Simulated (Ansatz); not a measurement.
# In: the cost of one run

Computed with Ansatz 0.2.0 (DFT LDA, scalar-relativistic, plane waves, PAW, unless a step's input says otherwise).

## Step 1: Starting point

The structure is tetragonal, space group I4/mmm (No. 139). The conventional cell has a = 3.251 Å, b = 3.251 Å, c = 4.947 Å, α = 90.00°, β = 90.00°, γ = 90.00°. In (site symmetry 4/mmm) has 12 In at 3.25 to 3.38 Å as nearest neighbours.

Coordinates:

```xyz
1
Lattice="-1.6255 1.6255 2.4737 1.6255 -1.6255 2.4737 1.6255 1.6255 -2.4737" Properties=species:S:1:pos:R:3 pbc="T T T"
In    0.0000    0.0000    0.0000
```

Source of the structure: the Crystallography Open Database.

(A quick probe on a coarse mesh, which set the mesh and smearing, is not shown.)

## Step 3: Relaxing cell and atoms

Input file input.yaml:

```yaml
crystal:
  lattice:
    - [-1.62547, 1.62547, 2.4737]
    - [1.62547, -1.62547, 2.4737]
    - [1.62547, 1.62547, -2.4737]
  atoms:
    - { symbol: In, position: [0.0, 0.0, 0.0] }
basis:
  ecutwfc: 420
kpoints:
  mp_grid: { grid: [18, 18, 18] }
hamiltonian:
  xc: lda
scf:
  occupations: { method: gaussian, width: 0.1 }
output:
  forces: true
  stress: true
  eigenvalues: true
relax:
  adjacent_minimum: "off"
  f_tol: 0.005
  max_steps: 80
  cell: { stress_tol: 0.05 }
```

The run is started by

```sh
ansatz run input.yaml --threads 1 --pin off --max-ram 2560MiB --backend cpu --events-out ev --progress --plain --runs-dir out
```

Q: Estimate wall time and peak memory on 1 thread of Intel Xeon Platinum 8259CL at 2.50GHz (Skylake/Cascade Lake), shared host.

About 70 s, with a peak of 0.59 GiB.
